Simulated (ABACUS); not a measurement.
# Ga (I4/mmm) in ABACUS: further runs

One crystal, Ga, is run at these levels: PBE; tasks: equation of state.

Everything below comes from runs of ABACUS 3.10.1. Logs are shortened: lines on timing, memory, paths and dates and some standing lists are left out, and cuts for length are marked.

## Step 1: The structure

The structure is tetragonal, space group I4/mmm (No. 139). Conventional cell: a = 2.769 Å, b = 2.769 Å, c = 4.622 Å, α = 90.00°, β = 90.00°, γ = 90.00°. Ga (site symmetry 4/mmm) has 12 Ga at 2.77 to 3.03 Å as nearest neighbours.

This isn't the form of Ga at room conditions, which is orthorhombic.

## Step 2: Equation of state, PBE, 16.66 Å³/atom (volume scaled by 0.94)

Contents of INPUT:

```
INPUT_PARAMETERS
suffix              Ga
calculation         scf
basis_type          lcao
pseudo_dir          ./
orbital_dir         ./
symmetry            1
dft_functional      pbe
ecutwfc             100
pseudo_rcut         10
nspin               1
nbands              11
ks_solver           genelpa
smearing_method     fd
smearing_sigma      0.00367493
scf_thr             1e-07
scf_nmax            100
mixing_type         broyden
mixing_beta         0.7
cal_force           1
cal_stress          1
out_mul             1
```

Contents of STRU:

```
ATOMIC_SPECIES
Ga 69.7230 Ga.upf

NUMERICAL_ORBITAL
Ga_confined-atom_8au_2s2p2d.orb

LATTICE_CONSTANT
1.8897261246

LATTICE_VECTORS
-1.3561377546 1.3561377546 2.2640427644
1.3561377546 -1.3561377546 2.2640427644
1.3561377546 1.3561377546 -2.2640427644

ATOMIC_POSITIONS
Direct

Ga
0.0
1
0.0000000000 0.0000000000 0.0000000000 1 1 1
```

Contents of KPT:

```
K_POINTS
0
Gamma
13 13 13 0 0 0
```

Potentials or basis: PseudoDojo NC SR 0.4.1 PBE standard, DZP LCAO (the cutoffs set its grid).

Run with:

```console
$ OMP_NUM_THREADS=1 mpirun -np 4 abacus > log
```

running log:

```text
ABACUS v3.10.1

               Atomic-orbital Based Ab-initio Computation at UStc

 ------------------------------------------------------------------------------------

 READING GENERAL INFORMATION
                           global_out_dir = OUT.Ga/
                           global_in_card = INPUT
                               pseudo_dir = ./
                              orbital_dir = ./
                                    DSIZE = 4
                                    GSIZE = 1

 READING UNITCELL INFORMATION
                                    ntype = 1
                  lattice constant (Bohr) = 1.88973
              lattice constant (Angstrom) = 1

 READING ATOM TYPE 1
                               atom label = Ga
                      L=0, number of zeta = 2
                      L=1, number of zeta = 2
                      L=2, number of zeta = 2
             number of atom for this type = 1

                        TOTAL ATOM NUMBER = 1
DIRECT COORDINATES
    atom                   x                   y                   z     mag                  vx                  vy                  vz
taud_Ga1            0.0000000000        0.0000000000        0.0000000000  0.0000        0.0000000000        0.0000000000        0.0000000000

                          Volume (Bohr^3) = 112.395
                             Volume (A^3) = 16.6553

 Lattice vectors: (Cartesian coordinate: in unit of a_0)
             -1.35614            +1.35614            +2.26404
             +1.35614            -1.35614            +2.26404
             +1.35614            +1.35614            -2.26404
 Reciprocal vectors: (Cartesian coordinate: in unit of 2 pi/a_0)
                   +0           +0.368694           +0.220844
            +0.368694                  +0           +0.220844
            +0.368694           +0.368694                  +0
 The esolver type has been set to : ksdft_lcao

                PAO radial cut off (Bohr) = 10

 Read in pseudopotential file is Ga.upf
                     pseudopotential type = NC
          exchange-correlation functional = PBE
                 nonlocal core correction = 1
                        valence electrons = 13
                                     lmax = 2
                           number of zeta = 3
                     number of projectors = 6
                           L of projector = 0
                           L of projector = 0
                           L of projector = 1
                           L of projector = 1
                           L of projector = 2
                           L of projector = 2
     initial pseudo atomic orbital number = 9

 SETUP THE ELECTRONS NUMBER
            electron number of element Ga = 13
      total electron number of element Ga = 13
            AUTOSET number of electrons:  = 13
                           occupied bands = 7
                                   NLOCAL = 18
                                   NBANDS = 11
                                   NBANDS = 11
                                   NLOCAL = 18

%%%%%%%%%%%%%%%%%%%%%%%%%%%%%%%%%%%%%%%%%%%%%%%%%%%%%%%%%%%%%%%%%%%%%%%%%%%%%%%%%%%%%%%%%%%%%%%%%%%%%%%%%%
 Warning: the number of valence electrons in pseudopotential > 3 for Ga: [Ar] 3d10 4s2 4p1
 Pseudopotentials with additional electrons can yield (more) accurate outcomes, but may be less efficient.
 If you're confident that your chosen pseudopotential is appropriate, you can safely ignore this warning.
%%%%%%%%%%%%%%%%%%%%%%%%%%%%%%%%%%%%%%%%%%%%%%%%%%%%%%%%%%%%%%%%%%%%%%%%%%%%%%%%%%%%%%%%%%%%%%%%%%%%%%%%%%

 SETUP THE PLANE WAVE BASIS
 energy cutoff for charge/potential (unit:Ry) = 400
            fft grid for charge/potential = [ 36, 36, 36 ]
                        fft grid division = [ 3, 3, 3 ]
        big fft grid for charge/potential = [ 12, 12, 12 ]
                                     nbxx = 432
                                     nrxx = 11664

 SETUP PLANE WAVES FOR CHARGE/POTENTIAL
                    number of plane waves = 15239
                         number of sticks = 985

 PARALLEL PW FOR CHARGE/POTENTIAL
     PROC   COLUMNS(POT)             PW
        1            246           3810
        2            247           3810
        3            246           3809
        4            246           3810
 --------------- sum -------------------
        4            985          15239
                            number of |g| = 879
                                  max |g| = 36.1547
                                  min |g| = 0.184707

----------- Double Check Mixing Parameters Begin ------------
mixing_type: broyden
mixing_beta: 0.7
mixing_gg0: 1
mixing_gg0_min: 0.1
[... 45 lines left out ...]
                                    ibrav = 6
                       right hand lattice = 1
                        ROTATION MATRICES = 16
                               nkstot_ibz = 196
K-POINTS REDUCTION ACCORDING TO SYMMETRY
     IBZ    DIRECT_X    DIRECT_Y    DIRECT_Z  WEIGHT  ibz2bz
       1  0.00000000  0.00000000  0.00000000  0.0005       0
       2 -0.07692308  0.00000000  0.07692308  0.0036       1
       3 -0.15384615  0.00000000  0.15384615  0.0036       2
       4 -0.23076923  0.00000000  0.23076923  0.0036       3
       5 -0.30769231  0.00000000  0.30769231  0.0036       4
       6 -0.38461538  0.00000000  0.38461538  0.0036       5
[... 22 lines left out ...]
      29 -0.15384615  0.15384615  0.00000000  0.0018      37
      30 -0.23076923 -0.23076923  0.46153846  0.0036      42
[... 166 further k points ...]

                               nkstot now = 196
[... K-POINTS DIRECT COORDINATES: 196 rows ...]

           k-point number in this process = 196
       minimum distributed K point number = 196
[... stars of the k points ...]

[... K-POINTS CARTESIAN COORDINATES: 196 rows ...]

[... K-POINTS DIRECT COORDINATES: 196 rows ...]

 SETUP PLANE WAVES FOR WAVE FUNCTIONS
     energy cutoff for wavefunc (unit:Ry) = 100
              fft grid for wave functions = [ 36, 36, 36 ]
                    number of plane waves = 3103
                         number of sticks = 339

 PARALLEL PW FOR WAVE FUNCTIONS
     PROC   COLUMNS(POT)             PW
        1             84            775
        2             85            776
        3             85            776
        4             85            776
 --------------- sum -------------------
        4            339           3103

 SET NONLOCAL PSEUDOPOTENTIAL PROJECTORS
 max number of nonlocal projetors among all species is 6

 -------------------------------------------
 SELF-CONSISTENT
 -------------------------------------------

 SETUP SEARCHING RADIUS FOR PROGRAM TO SEARCH ADJACENT ATOMS
                  longest orb rcut (Bohr) = 8
   longest nonlocal projector rcut (Bohr) = 1.94
                     search radius (Bohr) = 19.9
              searching radius is (Bohr)) = 19.9
         searching radius unit is (Bohr)) = 1.89
                         PeriodicBoundary = 1
                        Radius(unit:lat0) = 10.5
                                   glayer = [ 6, 6, 7 ]
                             glayer_minus = [ 5, 5, 6 ]

Find the coordinate range of the input atom(unit:lat0).
                                  min_tau = [ -21.7, -21.7, -36.2 ]
                                  max_tau = [ 21.7, 21.7, 36.2 ]
                                BoxNumber = [ 11, 11, 13 ]

 SETUP EXTENDED REAL SPACE GRID FOR GRID INTEGRATION
                          real space grid = [ 36, 36, 36 ]
                 big cell numbers in grid = [ 12, 12, 12 ]
             meshcell numbers in big cell = [ 3, 3, 3 ]
                        extended fft grid = [ 22, 22, 27 ]
                dimension of extened grid = [ 57, 57, 67 ]
                            UnitCellTotal = 175
              Atom number in sub-FFT-grid = 1
    Local orbitals number in sub-FFT-grid = 18
                                ParaV.nnr = 16281
                                 init_chg = atomic

 LCAO ALGORITHM --------------- ION=   1  ELEC=   1--------------------------------

 Density error is 0.0211390370781
----------------------------------------------------------
     Energy           Rydberg                 eV
----------------------------------------------------------
 E_KohnSham     -152.9343946282      -2080.7791871236
 E_Harris       -153.7443940662      -2091.7997948576
 E_Fermi        0.9492737733         12.9155322786
----------------------------------------------------------
[... 58 lines left out ...]
 Density error is 2.72034364921e-08
----------------------------------------------------------
     Energy           Rydberg                 eV
----------------------------------------------------------
 E_KohnSham     -152.9356853241      -2080.7967479429
 E_KS(sigma->0) -152.9355811187      -2080.7953301559
 E_Harris       -152.9356853693      -2080.7967485583
 E_band         0.1731998100         2.3565043080
 E_one_elec     -47.1611863523       -641.6608588317
 E_Hartree      37.1732769374        505.7683796812
 E_xc           -41.8979020457       -570.0502020673
 E_Ewald        -101.0496654528      -1374.8512311513
 E_entropy(-TS) -0.0002084108        -0.0028355738
 E_descf        0.0000000000         0.0000000000
 E_exx          0.0000000000         0.0000000000
 E_Fermi        0.9407362668         12.7993735438
----------------------------------------------------------

 charge density convergence is achieved
 final etot is -2080.7967479 eV
 EFERMI = 12.799373544 eV

 STATE ENERGY(eV) AND OCCUPATIONS    NSPIN == 1
 1/196 kpoint (Cartesian) = 0.0000 0.0000 0.0000 (480 pws)
       1       -2.42861    0.000910332
       2       -2.21963    0.000910332
       3       -2.18483    0.000910332
       4       -2.18483    0.000910332
       5       -2.01493    0.000910332
       6       0.835609    0.000910332
       7        26.3330        0.00000
       8        26.7222        0.00000
       9        26.7222        0.00000
      10        29.6122        0.00000
      11        30.5192        0.00000
[... 53 lines left out ...]
 6/196 kpoint (Cartesian) = 0.14181 0.0000 -0.084940 (482 pws)
       1       -2.38145     0.00728266
       2       -2.34314     0.00728266
       3       -2.16829     0.00728266
       4       -2.01424     0.00728266
       5       -1.98065     0.00728266
       6        5.08889     0.00728266
       7        11.7946     0.00728266
       8        21.7461    1.41776e-80
       9        25.4654        0.00000
      10        26.0237        0.00000
      11        31.1713        0.00000

[... levels at 190 further k points ...]

 correction force for each atom along direction 1 is -1.76573e-14
 correction force for each atom along direction 2 is 2.58767e-16
 correction force for each atom along direction 3 is -3.02955e-14
------------------------------------------------------------------------------------------
 TOTAL-FORCE (eV/Angstrom)
------------------------------------------------------------------------------------------
                       Ga1         0.0000000000         0.0000000000         0.0000000000
------------------------------------------------------------------------------------------

----------------------------------------------------------------
 TOTAL-STRESS (KBAR)
----------------------------------------------------------------
        97.1700760098        -0.0000000000        -0.0000000000
        -0.0000000000        97.1700760098         0.0000000000
        -0.0000000000        -0.0000000000        77.6753011571
----------------------------------------------------------------
 TOTAL-PRESSURE: 90.671818 KBAR

 --------------------------------------------
 !FINAL_ETOT_IS -2080.7967479428557454 eV
 --------------------------------------------
```

Run time: 4.6 s. Hardware: 4 MPI ranks of AMD EPYC 7B13 (Zen 3), shared host; peak memory 0.4 GiB.

What came out:

- Free energy: -2080.7967 eV
- Pressure: 9.1 GPa
- Band gap on the k mesh: none (metal or under the smearing width)

Caveat: the atomic orbitals were generated for these runs and aren't a published set; the basis of atomic orbitals isn't converged, which shifts pressures, moduli and gaps.

## Step 3: Equation of state, PBE, 17.01 Å³/atom (volume scaled by 0.96)

INPUT is that of step 2.

Contents of STRU:

```
ATOMIC_SPECIES
Ga 69.7230 Ga.upf

NUMERICAL_ORBITAL
Ga_confined-atom_8au_2s2p2d.orb

LATTICE_CONSTANT
1.8897261246

LATTICE_VECTORS
-1.3656883352 1.3656883352 2.2799872528
1.3656883352 -1.3656883352 2.2799872528
1.3656883352 1.3656883352 -2.2799872528

ATOMIC_POSITIONS
Direct

Ga
0.0
1
0.0000000000 0.0000000000 0.0000000000 1 1 1
```

KPT is that of step 2.

Potentials or basis: PseudoDojo NC SR 0.4.1 PBE standard, DZP LCAO (the cutoffs set its grid).

Run with:

```console
$ OMP_NUM_THREADS=1 mpirun -np 4 abacus > log
```

Run time: 4.7 s. Hardware: 4 MPI ranks of AMD EPYC 7B13 (Zen 3), shared host; peak memory 0.4 GiB.

It converged, with:

| Item | Value |
| --- | --- |
| Free energy | -2080.8147 eV |
| Pressure | 7.2 GPa |
| Band gap on the k mesh | none (metal or under the smearing width) |

Caveat: the atomic orbitals were generated for these runs and aren't a published set; the basis of atomic orbitals isn't converged, which shifts pressures, moduli and gaps.

## Step 4: Equation of state, PBE, 17.36 Å³/atom (volume scaled by 0.98)

INPUT is that of step 3.

Contents of STRU:

```
ATOMIC_SPECIES
Ga 69.7230 Ga.upf

NUMERICAL_ORBITAL
Ga_confined-atom_8au_2s2p2d.orb

LATTICE_CONSTANT
1.8897261246

LATTICE_VECTORS
-1.3751071731 1.3751071731 2.2957117997
1.3751071731 -1.3751071731 2.2957117997
1.3751071731 1.3751071731 -2.2957117997

ATOMIC_POSITIONS
Direct

Ga
0.0
1
0.0000000000 0.0000000000 0.0000000000 1 1 1
```

KPT is that of step 3.

Run with:

```console
$ OMP_NUM_THREADS=1 mpirun -np 4 abacus > log
```

Wall time 5.2 s (4 MPI ranks of AMD EPYC 7B13 (Zen 3), shared host); peak memory 0.4 GiB.

It converged, with:

```
Free energy            : -2080.8287 eV
Pressure               : 5.5 GPa
Band gap on the k mesh : none (metal or under the smearing width)
```

Caveat: the atomic orbitals were generated for these runs and aren't a published set; the basis of atomic orbitals isn't converged, which shifts pressures, moduli and gaps.

## Step 5: Equation of state, PBE, 17.72 Å³/atom

INPUT is that of step 4.

Contents of STRU:

```
ATOMIC_SPECIES
Ga 69.7230 Ga.upf

NUMERICAL_ORBITAL
Ga_confined-atom_8au_2s2p2d.orb

LATTICE_CONSTANT
1.8897261246

LATTICE_VECTORS
-1.3843987196 1.3843987196 2.3112238365
1.3843987196 -1.3843987196 2.3112238365
1.3843987196 1.3843987196 -2.3112238365

ATOMIC_POSITIONS
Direct

Ga
0.0
1
0.0000000000 0.0000000000 0.0000000000 1 1 1
```

KPT is that of step 4.

Run with:

```console
$ OMP_NUM_THREADS=1 mpirun -np 4 abacus > log
```

Run time: 5.3 s. Hardware: 4 MPI ranks of AMD EPYC 7B13 (Zen 3), shared host; peak memory 0.4 GiB.

The run converged. Its results:

- Free energy: -2080.8393 eV
- Pressure: 4.1 GPa
- Band gap on the k mesh: none (metal or under the smearing width)

Caveat: the atomic orbitals were generated for these runs and aren't a published set; the basis of atomic orbitals isn't converged, which shifts pressures, moduli and gaps.

## Step 6: Equation of state, PBE, 18.07 Å³/atom (volume scaled by 1.02)

INPUT is that of step 5.

Contents of STRU:

```
ATOMIC_SPECIES
Ga 69.7230 Ga.upf

NUMERICAL_ORBITAL
Ga_confined-atom_8au_2s2p2d.orb

LATTICE_CONSTANT
1.8897261246

LATTICE_VECTORS
-1.3935671902 1.3935671902 2.3265304007
1.3935671902 -1.3935671902 2.3265304007
1.3935671902 1.3935671902 -2.3265304007

ATOMIC_POSITIONS
Direct

Ga
0.0
1
0.0000000000 0.0000000000 0.0000000000 1 1 1
```

KPT is that of step 5.

Potentials or basis: PseudoDojo NC SR 0.4.1 PBE standard, DZP LCAO (the cutoffs set its grid).

Run with:

```console
$ OMP_NUM_THREADS=1 mpirun -np 4 abacus > log
```

It took 5.1 s on 4 MPI ranks of AMD EPYC 7B13 (Zen 3), shared host; peak memory 0.4 GiB.

The run converged. Its results:

| Item | Value |
| --- | --- |
| Free energy | -2080.8469 eV |
| Pressure | 2.8 GPa |
| Band gap on the k mesh | none (metal or under the smearing width) |

Caveat: the atomic orbitals were generated for these runs and aren't a published set; the basis of atomic orbitals isn't converged, which shifts pressures, moduli and gaps.

## Step 7: Equation of state, PBE, 18.43 Å³/atom (volume scaled by 1.04)

INPUT is that of step 6.

Contents of STRU:

```
ATOMIC_SPECIES
Ga 69.7230 Ga.upf

NUMERICAL_ORBITAL
Ga_confined-atom_8au_2s2p2d.orb

LATTICE_CONSTANT
1.8897261246

LATTICE_VECTORS
-1.4026165814 1.4026165814 2.3416381643
1.4026165814 -1.4026165814 2.3416381643
1.4026165814 1.4026165814 -2.3416381643

ATOMIC_POSITIONS
Direct

Ga
0.0
1
0.0000000000 0.0000000000 0.0000000000 1 1 1
```

KPT is that of step 6.

Run with:

```console
$ OMP_NUM_THREADS=1 mpirun -np 4 abacus > log
```

Run time: 5 s. Hardware: 4 MPI ranks of AMD EPYC 7B13 (Zen 3), shared host; peak memory 0.4 GiB.

Results (log left out):

| Quantity | Value |
| --- | --- |
| Free energy | -2080.8516 eV |
| Pressure | 1.6 GPa |
| Band gap on the k mesh | none (metal or under the smearing width) |

Caveat: the atomic orbitals were generated for these runs and aren't a published set; the basis of atomic orbitals isn't converged, which shifts pressures, moduli and gaps.

## Step 8: Equation of state, PBE, 18.78 Å³/atom (volume scaled by 1.06)

INPUT is that of step 7.

Contents of STRU:

```
ATOMIC_SPECIES
Ga 69.7230 Ga.upf

NUMERICAL_ORBITAL
Ga_confined-atom_8au_2s2p2d.orb

LATTICE_CONSTANT
1.8897261246

LATTICE_VECTORS
-1.4115506858 1.4115506858 2.3565534592
1.4115506858 -1.4115506858 2.3565534592
1.4115506858 1.4115506858 -2.3565534592

ATOMIC_POSITIONS
Direct

Ga
0.0
1
0.0000000000 0.0000000000 0.0000000000 1 1 1
```

KPT is that of step 7.

Run with:

```console
$ OMP_NUM_THREADS=1 mpirun -np 4 abacus > log
```

Run time: 4.9 s. Hardware: 4 MPI ranks of AMD EPYC 7B13 (Zen 3), shared host; peak memory 0.4 GiB.

It converged, with:

| Quantity | Value |
| --- | --- |
| Free energy | -2080.8542 eV |
| Pressure | 0.6 GPa |
| Band gap on the k mesh | none (metal or under the smearing width) |

Caveat: the atomic orbitals were generated for these runs and aren't a published set; the basis of atomic orbitals isn't converged, which shifts pressures, moduli and gaps.

## Step 9: Equation of state, PBE

Potentials or basis: PseudoDojo NC SR 0.4.1 PBE standard, DZP LCAO (the cutoffs set its grid).

This step only gathers the single runs of the series.

What came out:

```yaml
Equilibrium_volume: "19.04 Å³/atom (rough: see the caveat)"
Bulk_modulus_at_fixed_shape_and_positions: 46 GPa (rough)
```

Energy against volume, from the lowest point:
```tsv
volume (Å³/atom)	energy (meV/atom)
16.655	57.49
17.010	39.53
17.364	25.48
17.718	14.90
18.073	7.34
18.427	2.58
18.781	0.00
```

Caveat: the atomic orbitals were generated for these runs and aren't a published set; the minimum lies outside the volumes run; the cell was scaled at fixed shape and fractional positions, which overstates the stiffness of a crystal with free parameters, most of all of layers and chains; the basis of atomic orbitals isn't converged, which shifts pressures, moduli and gaps.
